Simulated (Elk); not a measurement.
# Collinear magnetic orders of FeGe with Elk, part 2 of 2

Aim: find out whether FeGe carries moments, and which collinear order costs least.

Elk 11.2.3 (patched build); PBE; all-electron APW+lo, Dirac cores, scalar-relativistic bands.

So far. Step 2 (Run 1 (ferro +++)): After 20 cycles the largest moment stands at 1.51 μB.

**3. Run 2 (ferri ++-)**

Reversing part of the moments tests the sign of the couplings between them.

elk.in reads:

```
tasks
  0

xctype
  20

rgkmax
  7.0

nempty
  14

swidth
  0.005

reducebf
  0.5

epsengy
  1e-05

maxscl
  100

lmaxi
  3

spinpol
  .true.

sppath
  './'

avec
  9.44409969445 0.00000000000 0.00000000000
  -4.72204984723 8.17883025124 0.00000000000
  0.00000000000 0.00000000000 7.77766174582

atoms
  2
  'Fe.in'
  3
  0.5000000000 0.0000000000 0.0000000000   0.000000 0.000000 -0.140000
  0.5000000000 0.5000000000 0.0000000000   0.000000 0.000000 -0.140000
  0.0000000000 0.5000000000 0.0000000000   0.000000 0.000000 0.140000
  'Ge.in'
  3
  0.0000000000 0.0000000000 0.0000000000   0.000000 0.000000 0.000000
  0.3333333300 0.6666666700 0.5000000000   0.000000 0.000000 0.000000
  0.6666666700 0.3333333300 0.5000000000   0.000000 0.000000 0.000000

ngridk
  6 6 6
```

Run with:

```bash
OMP_NUM_THREADS=4 elk
```

Numbers of over 12 decimals in the logs are rounded to 6 here.

What it wrote:

```text
Warning(gndstate): failed to reach self-consistency after 100 loops
Warning(gndstate): core states of species 2 leak from the muffin-tin :   0.4826119279E-03

--- INFO.OUT ---
┌─────────────────────────┐
│ Elk code version 11.2.3 │
└─────────────────────────┘

All units are atomic (Hartree, Bohr, etc.)

┌─────────────────────────────────────────────────┐
│ Ground-state run starting from atomic densities │
└─────────────────────────────────────────────────┘

Lattice vectors :
   9.444099694       0.000000000       0.000000000
  -4.722049847       8.178830251       0.000000000
   0.000000000       0.000000000       7.777661746

Species : 1 (Fe)
 muffin-tin radius :    2.336024924
 atomic positions (lattice), magnetic fields (Cartesian) :
  1 :   0.00000000  0.00000000  0.00000000    0.00000000  0.00000000 -0.14000000
  2 :   0.00000000  0.50000000  0.00000000    0.00000000  0.00000000 -0.14000000
  3 :   0.50000000  0.50000000  0.00000000    0.00000000  0.00000000  0.14000000

Species : 2 (Ge)
 muffin-tin radius :    2.336024924
 atomic positions (lattice), magnetic fields (Cartesian) :
  1 :   0.50000000  0.00000000  0.00000000    0.00000000  0.00000000  0.00000000
  2 :  -0.16666667 -0.33333333  0.50000000    0.00000000  0.00000000  0.00000000
  3 :   0.16666667  0.33333333  0.50000000    0.00000000  0.00000000  0.00000000

Total number of atoms per unit cell :    6
Total muffin-tin volume :    320.3850746
 ratio of muffin-tin to unit cell volume :   0.5332998563

Spin treatment :
 spin-polarised
 global magnetic field (Cartesian) :    0.000000000       0.000000000       0.000000000
 collinear magnetisation in z-direction

Number of Bravais lattice symmetries :   24
Number of crystal symmetries         :    8
Crystal has inversion symmetry
Real symmetric eigensolver will be used

k-point grid :      6     6     6
k-point offset :    0.000000000       0.000000000       0.000000000
k-point set is reduced with full crystal symmetry group
Total number of k-points :       52

Muffin-tin radius times maximum |G+k| :    7.000000000
 using average radius
Maximum |G+k| for APW functions       :    2.996543371
Maximum (1/2)|G+k|²                   :    4.489636088
Maximum |G| for potential and density :    12.00000000
Constant for pseudocharge density :    7
 order of it for each species :   14  14
 order of it for pair densities of each species (exact exchange by exxq0 0: 14) :   10  10
Radial integration step length :    1

G-vector grid sizes :     40    40    30
Number of G-vectors :    17501

Maximum angular momentum used for
 APW functions            :    8
 outer part of muffin-tin :    6

Number of empty states         :     84
Total number of valence states :    260
Total number of core states    :     84

Third-order local-orbitals added for an l without core states : T
Total number of local-orbitals :    129

Exchange-correlation functional :     20     0     0
 Perdew-Burke-Ernzerhof, Phys. Rev. Lett. 77, 3865 (1996)
 gradient requirement :    1
 generalised gradient approximation (GGA)

Smearing type :    3
 Fermi-Dirac
Smearing width :   0.5000000000E-02
Effective electronic temperature (K) :    1578.875124

Mixing type :    3
 Broyden mixing, J. Phys. A: Math. Gen. 17, L317 (1984)

Kohn-Sham potential initialised from atomic data

┌──────────────────────────────┐
│ Self-consistent loop started │
└──────────────────────────────┘

[... earlier loops left out ...]

┌───────────────────┐
│ Loop number : 100 │
└───────────────────┘

Reached self-consistent loops maximum

Energies :
 Fermi                       :     0.292995
 sum of occupied eigenvalues :     -5828.2453432680
 electron kinetic            :      10300.354359807
 core electron kinetic       :      9407.9802629358
 Coulomb                     :     -20008.848812925
 Coulomb potential           :     -15599.396906395
 nuclear-nuclear             :     -1509.5448382525
 electron-nuclear            :     -21446.026211201
 Hartree                     :      2946.7222365283
 Madelung                    :     -12209.150359727
 xc potential                :     -529.09379450566
 xc effective B-field        :    -0.109011
 external B-field            :      0.000000
 exchange                    :     -398.81169794412
 correlation                 :     -8.373100
 electron entropic           :    -0.15006014375982E-01
 total energy                :     -10115.694257058
 (external B-field energy excluded from total)

Density of states at Fermi energy :    184.6884886
 (states/Hartree/unit cell)

Estimated indirect band gap :   0.3174093205E-03
 from k-point 48 to k-point 47
Estimated direct band gap   :   0.1445758751E-02
 at k-point 27

Charges :
 core                        :    84.00000000
 valence                     :    90.00000000
 interstitial                :    7.362988515
 muffin-tins (core leakage)
  species : 1 (Fe)
   atom 1                    :    25.12994943     ( -0.2242530730E-06)
   atom 2                    :    25.12994943     ( -0.2242530730E-06)
   atom 3                    :    25.12390280     ( -0.2242530002E-06)
  species : 2 (Ge)
   atom 1                    :    30.39450117     (  0.4807460621E-03)
   atom 2                    :    30.42935434     (  0.4826119279E-03)
   atom 3                    :    30.42935434     (  0.4826119279E-03)
 total in muffin-tins        :    166.6370115
 total calculated charge     :    173.9973171
 total charge                :    174.0000000
[...]
Moments :
 interstitial                :  -0.2856629154E-01
 muffin-tins
  species : 1 (Fe)
   atom 1                    :    1.189940507
   atom 2                    :    1.189940507
   atom 3                    :   -1.489090534
  species : 2 (Ge)
   atom 1                    :  -0.1662663629E-01
   atom 2                    :  -0.1357270191E-01
   atom 3                    :  -0.1357270191E-01
 total in muffin-tins        :   0.8470184406
 total moment                :   0.8184521491

┌──────────────────────────────┐
│ Self-consistent loop stopped │
└──────────────────────────────┘

Warning : core states of species 2 leak from the muffin-tin :   0.4826119279E-03

Wrote STATE.OUT
```

Wall time 57 min (4 threads of Arm Neoverse V1, shared host); peak memory 0.64 GiB.

No converged result was reached; the numbers in the log don't describe the system.

A smaller mixing step or another start is the usual next try.

After 100 loops the RMS change of the potential stands at 2e-05 Ha, and it does not fall steadily.

**4. Order 3, typed as no spin polarisation**

A run without seeds gives the energy of the state without moments.

Changes to elk.in since step 3:

```diff
@@ -15,5 +15,2 @@
 
-reducebf
-  0.5
-
 epsengy
@@ -26,5 +23,2 @@
   3
-
-spinpol
-  .true.
 
@@ -42,5 +36,5 @@
   3
-  0.5000000000 0.0000000000 0.0000000000   0.000000 0.000000 -0.140000
-  0.5000000000 0.5000000000 0.0000000000   0.000000 0.000000 -0.140000
-  0.0000000000 0.5000000000 0.0000000000   0.000000 0.000000 0.140000
+  0.5000000000 0.0000000000 0.0000000000   0.000000 0.000000 0.000000
+  0.5000000000 0.5000000000 0.0000000000   0.000000 0.000000 0.000000
+  0.0000000000 0.5000000000 0.0000000000   0.000000 0.000000 0.000000
   'Ge.in'
```

Run with:

```bash
OMP_NUM_THREADS=4 elk
```

What it wrote:

```text
Warning(gndstate): core states of species 2 leak from the muffin-tin :   0.4822627004E-03

--- INFO.OUT ---
┌─────────────────────────┐
│ Elk code version 11.2.3 │
└─────────────────────────┘

All units are atomic (Hartree, Bohr, etc.)

┌─────────────────────────────────────────────────┐
│ Ground-state run starting from atomic densities │
└─────────────────────────────────────────────────┘

Lattice vectors :
   9.444099694       0.000000000       0.000000000
  -4.722049847       8.178830251       0.000000000
[...]
species : 2 (Ge)
   atom 1                    :    30.38277121     (  0.4800332057E-03)
   atom 2                    :    30.42344008     (  0.4822627004E-03)
   atom 3                    :    30.42344008     (  0.4822627004E-03)
 total in muffin-tins        :    166.6473970
 total calculated charge     :    173.9973200
 total charge                :    174.0000000
 error                       :   0.2679988509E-02

┌──────────────────────────────┐
│ Self-consistent loop stopped │
└──────────────────────────────┘

Warning : core states of species 2 leak from the muffin-tin :   0.4822627004E-03

Wrote STATE.OUT

[key lines of the parts left out:]
total energy                :     -10115.686450190
```

It took 36 s on 4 threads; peak memory 0.21 GiB.

Read from the output:

- density of states at the Fermi level: 11.04 states/eV/cell
- final state: non-magnetic (no spin polarisation)

It lies 193 meV a seeded atom over the first start.

**5. Another try**

An input with a fault is tried, to see how the program answers.

elk.in reads:

```
tasks
  0

xctype
  20

rgkmax
  7.0

nempty
  14

swidth
  0.005

reducebf
  0.5

epsengy
  1e-05

maxscl
  100

lmaxi
  3

spinpol
  .true.

sppath
  './'

avec
  9.44409969445 0.00000000000 0.00000000000
  -4.72204984723 8.17883025124 0.00000000000
  0.00000000000 0.00000000000 7.77766174582

atoms
  2
  'Fe.in'
  3
  0.5000000000 0.0000000000 0.0000000000   0.000000 0.000000 -0.140000
  0.5000000000 0.5000000000 0.0000000000   0.000000 0.000000 -0.140000
  0.0000000000 0.5000000000 0.0000000000   0.000000 0.000000 -0.140000
  'Ge.in'
  3
  0.0000000000 0.0000000000 0.0000000000   0.000000 0.000000 0.000000
  0.3333333300 0.6666666700 0.5000000000   0.000000 0.000000 0.000000
  0.6666666700 0.3333333300 0.5000000000   0.000000 0.000000 0.000000

ngridk
  1 1 1
```

Run with:

```bash
OMP_NUM_THREADS=4 elk
```

What it wrote:

```text
Warning(gndstate): core states of species 2 leak from the muffin-tin :   0.4854864167E-03

--- INFO.OUT ---
┌─────────────────────────┐
│ Elk code version 11.2.3 │
└─────────────────────────┘

All units are atomic (Hartree, Bohr, etc.)

┌─────────────────────────────────────────────────┐
│ Ground-state run starting from atomic densities │
└─────────────────────────────────────────────────┘

Lattice vectors :
   9.444099694       0.000000000       0.000000000
  -4.722049847       8.178830251       0.000000000
   0.000000000       0.000000000       7.777661746

Species : 1 (Fe)
 parameters loaded from : Fe.in
 name : iron
 nuclear charge    :   -26.00000000
 electronic charge :    26.00000000
 atomic mass :    101799.2075
 muffin-tin radius :    2.336024924
 number of radial points in muffin-tin :    993
 inner part over the whole radius :   0.9975523402E-02
 number on inner part of muffin-tin    :    700
 approximate nuclear radius :   0.7160107270E-04
 number of mesh points to nuclear radius :    332
 atomic positions (lattice), magnetic fields (Cartesian) :
  1 :   0.00000000  0.00000000  0.00000000    0.00000000  0.00000000 -0.14000000
  2 :   0.00000000  0.50000000  0.00000000    0.00000000  0.00000000 -0.14000000
  3 :   0.50000000  0.50000000  0.00000000    0.00000000  0.00000000 -0.14000000

Species : 2 (Ge)
 parameters loaded from : Ge.in
 name : germanium
 nuclear charge    :   -32.00000000
 electronic charge :    32.00000000
 atomic mass :    132414.6196
 muffin-tin radius :    2.336024924
 number of radial points in muffin-tin :    993
 inner part over the whole radius :   0.9985464432E-02
 number on inner part of muffin-tin    :    702
 approximate nuclear radius :   0.7637961215E-04
 number of mesh points to nuclear radius :    341
 atomic positions (lattice), magnetic fields (Cartesian) :
  1 :   0.50000000  0.00000000  0.00000000    0.00000000  0.00000000  0.00000000
  2 :  -0.16666667 -0.33333333  0.50000000    0.00000000  0.00000000  0.00000000
  3 :   0.16666667  0.33333333  0.50000000    0.00000000  0.00000000  0.00000000

Total number of atoms per unit cell :    6
Total muffin-tin volume :    320.3850746
 ratio of muffin-tin to unit cell volume :   0.5332998563

Spin treatment :
 spin-polarised
 global magnetic field (Cartesian) :    0.000000000       0.000000000       0.000000000
 collinear magnetisation in z-direction

Number of Bravais lattice symmetries :   24
Number of crystal symmetries         :   24
Crystal has inversion symmetry
Real symmetric eigensolver will be used

k-point grid :      1     1     1
k-point offset :    0.000000000       0.000000000       0.000000000
k-point set is reduced with full crystal symmetry group
Total number of k-points :        1

Muffin-tin radius times maximum |G+k| :    7.000000000
 using average radius
Maximum |G+k| for APW functions       :    2.996543371
Maximum (1/2)|G+k|²                   :    4.489636088
Maximum |G| for potential and density :    12.00000000
Constant for pseudocharge density :    7
 order of it for each species :   14  14
 order of it for pair densities of each species (exact exchange by exxq0 0: 14) :   10  10
Radial integration step length :    1

G-vector grid sizes :     40    40    30
Number of G-vectors :    17501

Maximum angular momentum used for
 APW functions            :    8
 outer part of muffin-tin :    6
 inner part of muffin-tin :    3

Number of empty states         :     84
Total number of valence states :    260
Total number of core states    :     84

Third-order local-orbitals added for an l without core states : T
Total number of local-orbitals :    129

Exchange-correlation functional :     20     0     0
 Perdew-Burke-Ernzerhof, Phys. Rev. Lett. 77, 3865 (1996)
 gradient requirement :    1
 generalised gradient approximation (GGA)

Smearing type :    3
 Fermi-Dirac
Smearing width :   0.5000000000E-02
Effective electronic temperature (K) :    1578.875124

Mixing type :    3
 Broyden mixing, J. Phys. A: Math. Gen. 17, L317 (1984)

Kohn-Sham potential initialised from atomic data

┌──────────────────────────────┐
│ Self-consistent loop started │
└──────────────────────────────┘

[... earlier loops left out ...]

┌──────────────────┐
│ Loop number : 20 │
└──────────────────┘

Energies :
 Fermi                       :     0.305405
 sum of occupied eigenvalues :     -5828.1450142432
 electron kinetic            :      10300.829754720
 core electron kinetic       :      9407.9025676680
 Coulomb                     :     -20009.186310519
 Coulomb potential           :     -15599.623713478
 nuclear-nuclear             :     -1509.5448382525
 electron-nuclear            :     -21446.283587114
 Hartree                     :      2946.6421148484
 Madelung                    :     -12209.374453780
 xc potential                :     -529.06088410859
 xc effective B-field        :    -0.290171
 external B-field            :      0.000000
 exchange                    :     -398.93673178338
 correlation                 :     -8.361043
 electron entropic           :    -0.11970167924781E-01
 total energy                :     -10115.666300987
 (external B-field energy excluded from total)

Density of states at Fermi energy :    149.2518069
 (states/Hartree/unit cell)

Estimated indirect band gap :   0.3235490591E-01
 from k-point 1 to k-point 1
Estimated direct band gap   :   0.3235490591E-01
 at k-point 1

Charges :
 core                        :    84.00000000
 valence                     :    90.00000000
 interstitial                :    7.448197149
 muffin-tins (core leakage)
  species : 1 (Fe)
   atom 1                    :    25.06285811     ( -0.2242531139E-06)
   atom 2                    :    25.06285811     ( -0.2242531139E-06)
   atom 3                    :    25.06285811     ( -0.2242531139E-06)
  species : 2 (Ge)
   atom 1                    :    30.43155593     (  0.4844889963E-03)
   atom 2                    :    30.46583629     (  0.4854864167E-03)
   atom 3                    :    30.46583629     (  0.4854864167E-03)
 total in muffin-tins        :    166.5518029
 total calculated charge     :    173.9966969
 total charge                :    174.0000000
 error                       :   0.3303056722E-02

Moments :
 interstitial                :  -0.1319363252
 muffin-tins
  species : 1 (Fe)
   atom 1                    :    2.080130296
   atom 2                    :    2.080130296
   atom 3                    :    2.080130296
  species : 2 (Ge)
   atom 1                    :   0.1324701410
   atom 2                    :  -0.8800518014E-01
   atom 3                    :  -0.8800518014E-01
 total in muffin-tins        :    6.196850670
 total moment                :    6.064914344

┌──────────────────────────────┐
│ Self-consistent loop stopped │
└──────────────────────────────┘

Warning : core states of species 2 leak from the muffin-tin :   0.4854864167E-03

Wrote STATE.OUT
```

Elapsed: 22 s, on 4 threads; peak memory 0.54 GiB; 66 s of CPU time.

Convergence was reached, yet the input spoils the result.

The fault in the input: one k-point for a small cell.

The largest moment is 2.08 μB against 1.51 μB in the first run, and the free energy lies +1.13 eV from it.

A single point can't sample the zone of a small cell; the mesh must follow the cell's size.

**6. Energies of the orders**

These are free energies at a smearing of 0.136 eV, so its entropy term is in the differences. They are divided by the number of seeded atoms, so that cells of unlike size compare.

Orders:

```
               start    final state  typed order kept  energy over the lowest (meV a seeded atom)  largest sphere moment (μB)  net moment (μB a primitive cell)  DOS at the Fermi level (states/eV a primitive cell)  mesh matched  CPU time (s)
           ferro +++  ferromagnetic               yes                                           0                       1.512                              4.22                                                4.666           yes          1468
no spin polarisation   non-magnetic                 -                                       193.3                           0                                 0                                                11.04           yes         133.4
```

**7. What came out**

| Quantity | Value |
| --- | --- |
| lower run | with moments |
| largest site moment | 1.51 μB |
| next state | non-magnetic, 193 meV a seeded atom higher |
| energy gained by spin polarisation | 193 meV a seeded atom |

No opposed order could be compared. The parallel start holds moments up to 1.51 μB. 1 start gave no converged result and is missing from the ranking; a lower order may hide there. No antiferromagnetic order was obtained, so the session says nothing on how the moments order.

[Logs and program files are shortened in this print: banners, set-up blocks, solver, clock and traceback lines can be left out without a mark of their own.]

[Logs are printed without paths, hosts, clocks, repeated set-up lines and the standing remarks that a program may print on its own settings, such as how far it seeks lower states.]

[Hosts, paths, dates, database ids (printed as entryN), source tags and the programs' standing remarks are cut or masked in the printed files.]

[Where a cell is said to come from a database of computed structures, the database is the Materials Project.]
